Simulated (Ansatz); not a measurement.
**Ansatz 0.2.0, vacancy hop by nudged elastic band: GaN**

Input:

```yaml
crystal:
  lattice:
    - [3.17535544, 5.49987696, 0.0]
    - [-3.17535544, 5.49987696, 0.0]
    - [0.0, 0.0, 5.165179]
  atoms:
    - { symbol: Ga, position: [0.32738818, 0.33670475, 0.00248297] }
    - { symbol: Ga, position: [0.16563384, 0.16984702, 0.49777427] }
    - { symbol: "N", position: [0.33500794, 0.32761106, 0.37187529] }
    - { symbol: "N", position: [0.16370872, 0.17376088, 0.87610028] }
    - { symbol: Ga, position: [0.33002722, 0.83257177, -0.00361056] }
    - { symbol: Ga, position: [0.16674962, 0.66578373, 0.50549106] }
    - { symbol: "N", position: [0.33216714, 0.83030199, 0.3751007] }
    - { symbol: "N", position: [0.17409366, 0.66399424, 0.87394836] }
    - { symbol: Ga, position: [0.83263892, 0.33541185, -0.00017188] }
    - { symbol: Ga, position: [0.66485307, 0.16834496, 0.5049194] }
    - { symbol: "N", position: [0.66749068, 0.16617339, 0.87372119] }
    - { symbol: Ga, position: [0.83691427, 0.8257454, -0.00270045] }
    - { symbol: Ga, position: [0.66477351, 0.66601029, 0.50247909] }
    - { symbol: "N", position: [0.82767836, 0.8365648, 0.38125678] }
    - { symbol: "N", position: [0.66657896, 0.66817421, 0.87820175] }
kpoints:
  mp_grid: { grid: [3, 3, 3] }
magnetization:
  spin_polarized: false
scf:
  occupations: { method: cold, width: 0.15 }
hamiltonian:
  pseudopotentials: { kind: paw }
  xc: pbe
basis:
  ecutwfc: 420
neb:
  images: 5
  relax_end_points: true
  climbing: true
  f_tol: 0.1
  max_iterations: 40
  order_check: false
  final_atoms:
    - { symbol: Ga, position: [0.32738818, 0.33670475, 0.00248297] }
    - { symbol: Ga, position: [0.16563384, 0.16984702, 0.49777427] }
    - { symbol: "N", position: [0.33500794, 0.32761106, 0.37187529] }
    - { symbol: "N", position: [0.16370872, 0.17376088, 0.87610028] }
    - { symbol: Ga, position: [0.33002722, 0.83257177, -0.00361056] }
    - { symbol: Ga, position: [0.16674962, 0.66578373, 0.50549106] }
    - { symbol: "N", position: [0.33216714, 0.83030199, 0.3751007] }
    - { symbol: "N", position: [0.17409366, 0.66399424, 0.87394836] }
    - { symbol: Ga, position: [0.83263892, 0.33541185, -0.00017188] }
    - { symbol: Ga, position: [0.66485307, 0.16834496, 0.5049194] }
    - { symbol: "N", position: [0.66749068, 0.16617339, 0.87372119] }
    - { symbol: Ga, position: [0.83691427, 0.8257454, -0.00270045] }
    - { symbol: Ga, position: [0.66477351, 0.66601029, 0.50247909] }
    - { symbol: "N", position: [0.82767836, 0.8365648, 0.38125678] }
    - { symbol: "N", position: [0.8274404, 0.33794372, 1.37397559] }
```

The command:

```bash
ansatz run input.yaml --threads 4 --pin off --max-ram 8192MiB --backend cpu --events-out ev --progress --plain --runs-dir out
```

Origin of the cell: a database entry, scaled a little.

The cell is 2×2×1 cells of GaN with one N taken out; atom 15 (N) hops into the empty site, 3.14 Å away before the end points are relaxed. All atoms were shaken by about 0.02 Å first.

Output (shortened):

```
Warning: neb: disabling space-group detection — the band's intermediate images generally break the endpoint symmetry, so no spatial operation reduces the k-mesh or symmetrises the density, ex […]
Pseudopotentials: kind: paw
Pseudopotential: Ga, paw, valence charge 13, recommended cutoff 420 eV (normal), Ga.paw.azcp
Pseudopotential: N, paw, valence charge 5, recommended cutoff 420 eV (normal), N.paw.azcp
Functional definition: PBE
  exchange = pbe_x(kappa = kappa, mu = beta*pi^2/3)
  correlation = pbe_c(beta = beta)
parallel-image band execution: 4 concurrent image workers
NEB image 0
Crystal: 15 atoms, lattice volume = 180.410 Å³
Basis set: ecut = 420 eV, 3533 PW (Γ), exchange–correlation on 90×90×72 points (8 copies of the dense FFT grid, shifted against one another)
Bands: 85, of which v1, the nominal top of the filled ones, is band 70 counted from 1 (69 counted from 0)
[… 6 lines left out …]
Initial density: superposition of atomic densities (neutral atoms: chi_scale 0, normalization atom), corrected by the library's trained network
Functional: x = pbe(κ = 0.804, μ = 0.219515), c = pbe(β = 0.066725)
SCF iter   1: F=—  HF=-32955.554727 eV  Δρ=4.17e-3  dr2=3.45e-2  defer=4
SCF iter   2: F=—  HF=-32955.550070 eV  S|Δr|=    0.00e0  Δρ=2.12e-3  dr2=9.16e-3  defer=4
SCF iter   3: F=—  HF=-32955.549151 eV  S|Δr|=    0.00e0  Δρ=7.69e-4  dr2=2.22e-3  defer=4
[… 4 lines left out …]
SCF iter   8: F=—  HF=-32955.548549 eV  S|Δr|=    0.00e0  Δρ=1.10e-5  dr2=4.38e-7  defer=4
SCF iter   9: F=—  HF=-32955.548549 eV  S|Δr|=    0.00e0  Δρ=9.80e-6  dr2=1.59e-7
SCF iter  10: F=-32955.548549 eV  HF=-32955.548549 eV  S|Δr|=    0.00e0  Δρ=2.74e-6  dr2=2.11e-8
NEB iter   1: max|band force component| = 8.502e1 eV/Å  barrier→ = 28.4653 eV  barrier← = 28.4655 eV  Δτ_max = 0.1906 Å  (74 SCF iters)
NEB iter   2: max|band force component| = 1.913e1 eV/Å  barrier→ = 6.6752 eV  barrier← = 6.6753 eV  Δτ_max = 0.1081 Å  (52 SCF iters)
NEB iter   3: max|band force component| = 1.108e1 eV/Å  barrier→ = 4.4909 eV  barrier← = 4.4911 eV  Δτ_max = 0.1548 Å  (43 SCF iters)
NEB iter   4: max|band force component| = 4.382e0 eV/Å  barrier→ = 3.0037 eV  barrier← = 3.0038 eV  Δτ_max = 0.1175 Å  (43 SCF iters)
NEB iter   5: max|band force component| = 1.889e0 eV/Å  barrier→ = 2.7689 eV  barrier← = 2.7690 eV  Δτ_max = 0.0999 Å  (42 SCF iters)
NEB iter   6: max|band force component| = 5.236e-1 eV/Å  barrier→ = 2.7324 eV  barrier← = 2.7325 eV  Δτ_max = 0.0847 Å  (40 SCF iters)
NEB iter   7: max|band force component| = 1.422e0 eV/Å  barrier→ = 2.7217 eV  barrier← = 2.7218 eV  CI = image 4  Δτ_max = 0.1920 Å  (38 SCF iters)
NEB iter   8: max|band force component| = 5.164e-1 eV/Å  barrier→ = 2.9489 eV  barrier← = 2.9490 eV  CI = image 4  Δτ_max = 0.0381 Å  (43 SCF iters)
NEB iter   9: max|band force component| = 1.662e-1 eV/Å  barrier→ = 2.9364 eV  barrier← = 2.9365 eV  CI = image 4  Δτ_max = 0.0272 Å  (40 SCF iters)
NEB iter  10: max|band force component| = 1.258e-1 eV/Å  barrier→ = 2.9311 eV  barrier← = 2.9312 eV  CI = image 4  Δτ_max = 0.0145 Å  (33 SCF iters)
NEB iter  11: max|band force component| = 1.163e-1 eV/Å  barrier→ = 2.9288 eV  barrier← = 2.9289 eV  CI = image 4  Δτ_max = 0.0624 Å  (33 SCF iters)
NEB iter  12: max|band force component| = 2.836e-1 eV/Å  barrier→ = 2.9072 eV  barrier← = 2.9073 eV  CI = image 4  Δτ_max = 0.0312 Å  (36 SCF iters)
NEB iter  13: max|band force component| = 3.586e-1 eV/Å  barrier→ = 2.8883 eV  barrier← = 2.8884 eV  CI = image 4  Δτ_max = 0.0624 Å  (37 SCF iters)
NEB iter  14: max|band force component| = 4.345e-1 eV/Å  barrier→ = 2.8399 eV  barrier← = 2.8400 eV  CI = image 4  Δτ_max = 0.1247 Å  (39 SCF iters)
NEB iter  15: max|band force component| = 3.698e-1 eV/Å  barrier→ = 2.7306 eV  barrier← = 2.7307 eV  CI = image 4  Δτ_max = 0.1249 Å  (42 SCF iters)
NEB iter  16: max|band force component| = 2.228e-1 eV/Å  barrier→ = 2.6705 eV  barrier← = 2.6706 eV  CI = image 4  Δτ_max = 0.0630 Å  (42 SCF iters)
NEB iter  17: max|band force component| = 1.332e-1 eV/Å  barrier→ = 2.6737 eV  barrier← = 2.6738 eV  CI = image 4  Δτ_max = 0.0204 Å  (42 SCF iters)
NEB iter  18: max|band force component| = 4.707e-2 eV/Å  barrier→ = 2.6709 eV  barrier← = 2.6710 eV  CI = image 4  Δτ_max = 0.0000 Å  (35 SCF iters)
--- NEB band (7 images, 18 band iterations, 754 SCF iterations, 64 more in tests of the images' electronic states and relaxations of end points) ---
  forward barrier  = 2.670882 eV
  backward barrier = 2.671005 eV
  lagrangian_above_aufbau_ev (what the smearing adds, to first order; not taken off the barriers): saddle image -0.011647 eV, end points -0.020576 and -0.020639 eV
  climbing image's point = of an order that was not read
  energies are F+E_penalty+E_count in eV, relative to image 0
  image     s (Å)  Δ vs image 0  max|band force component| (eV/Å)
      0    0.0000      0.000000                                 —
      1    0.5764      0.607452                          1.456e-2
      2    1.1528      1.084613                          2.307e-2
      3    1.7299      1.968904                          4.707e-2
  *   4    2.3075      2.670882                          4.683e-2
      5    3.1472      1.425642                          2.598e-2
      6    3.9871     -0.000123                                 —
```

The converged band:

```csv
image,path over all atoms (Å),ΔF (eV),N x,y,z (Å)
0,0.00,0.000,0.02,7.31,4.54
1,0.58,0.607,0.08,7.25,4.93
2,1.15,1.085,0.19,7.17,5.42
3,1.73,1.969,0.37,6.91,5.78
4,2.31,2.671,0.54,6.52,6.12
5,3.15,1.426,1.12,6.39,6.65
6,3.99,0.000,1.56,6.43,7.11
```

Relaxed start, forces in eV/Å:

```xyz
15
Lattice="3.175 5.500 0.000 -3.175 5.500 0.000 0.000 0.000 5.165" Properties=species:S:1:pos:R:3:forces:R:3 pbc="T T T" image=0
Ga   -0.005    3.664   -0.012    0.004    0.002   -0.005
Ga   -0.059    1.798    2.544    0.016    0.002    0.007
N    -0.002    3.662    1.943   -0.005   -0.003    0.002
N    -0.027    1.815    4.529    0.006    0.003    0.000
Ga   -1.590    6.410   -0.011    0.002    0.003   -0.003
Ga   -1.591    4.579    2.577   -0.007   -0.002   -0.005
N    -1.589    6.414    1.944   -0.006    0.004    0.003
N    -1.590    4.579    4.523    0.000    0.001   -0.003
Ga    1.588    6.413    0.141    0.000   -0.008    0.012
Ga    1.583    4.644    2.547    0.007   -0.015    0.010
N     1.586    4.609    4.533   -0.002   -0.001   -0.006
Ga    0.000    9.164   -0.010   -0.002    0.000    0.002
Ga    0.054    7.296    2.551   -0.018    0.014   -0.003
N    -0.005    9.161    1.945    0.005   -0.001    0.001
N     0.024    7.314    4.536    0.000    0.000   -0.014
```

Highest image (4), forces in eV/Å:

```xyz
15
Lattice="3.175 5.500 0.000 -3.175 5.500 0.000 0.000 0.000 5.165" Properties=species:S:1:pos:R:3:forces:R:3 pbc="T T T" image=4
Ga    0.081    3.673    0.038   -0.031    0.002   -0.011
Ga    0.000    1.933    2.728    0.001    0.003    0.022
N    -0.099    3.690    1.973    0.019   -0.008    0.035
N     0.264    1.834    4.659    0.009   -0.023   -0.013
Ga   -1.355    6.343    0.219   -0.036   -0.015   -0.042
Ga   -1.675    4.612    2.644    0.024   -0.033    0.027
N    -1.725    6.442    2.128   -0.002    0.038    0.021
N    -1.528    4.535    4.575   -0.020   -0.002   -0.012
Ga    1.747    6.400   -0.438    0.013    0.012   -0.044
Ga    1.493    4.706    2.455   -0.025   -0.046   -0.002
N     1.674    4.471    4.404    0.035    0.027   -0.030
Ga    0.059    9.075   -0.032    0.032    0.032   -0.015
Ga    0.028    7.399    2.621   -0.018   -0.002    0.002
N    -0.092    9.275    1.891   -0.008   -0.001    0.029
N     0.543    6.516    6.123    0.007    0.014    0.035
```

Relaxed end, forces in eV/Å:

```xyz
15
Lattice="3.175 5.500 0.000 -3.175 5.500 0.000 0.000 0.000 5.165" Properties=species:S:1:pos:R:3:forces:R:3 pbc="T T T" image=6
Ga   -0.004    3.662   -0.008    0.002    0.001    0.000
Ga   -0.005    1.831    2.569    0.000   -0.001    0.000
N    -0.004    3.662    1.939    0.000    0.000   -0.006
N    -0.004    1.827    4.524    0.000    0.000    0.002
Ga   -1.537    6.444   -0.038    0.001    0.000    0.004
Ga   -1.590    4.577    2.569   -0.002   -0.001   -0.001
N    -1.567    6.426    1.946   -0.002    0.000    0.000
N    -1.593    4.579    4.524    0.000    0.000    0.002
Ga    1.529    6.444   -0.035   -0.001   -0.002    0.002
Ga    1.581    4.577    2.570    0.000    0.001   -0.001
N     1.586    4.579    4.526    0.000    0.000    0.002
Ga   -0.003    9.099   -0.035   -0.004    0.000    0.001
Ga   -0.006    7.327    2.725    0.002    0.001    0.002
N    -0.005    9.131    1.950    0.002    0.001   -0.004
N     1.557    6.426    7.115    0.002    0.000   -0.004
```

Barrier of this path: 2.67 eV forwards, 2.67 eV backwards, after 18 band iterations.

Caveats: no moments, though an odd count or open d shells may carry them; the k mesh is coarse if the cell is a metal; a small cell with a neutral vacancy and no spin, whose shape can make like sites unlike; the cell is held at a rescaled volume, and strain moves barriers; the hop was drawn among near neighbours and need not be the easiest path; few images and a loose tolerance, and neither the top nor the ends were tested for their order.

Time: 13 min on 4 threads of Intel(R) Xeon(R) Platinum 8488C (Sapphire Rapids), with other jobs on the host, peak memory 1.4 GiB, from the program's own first density.
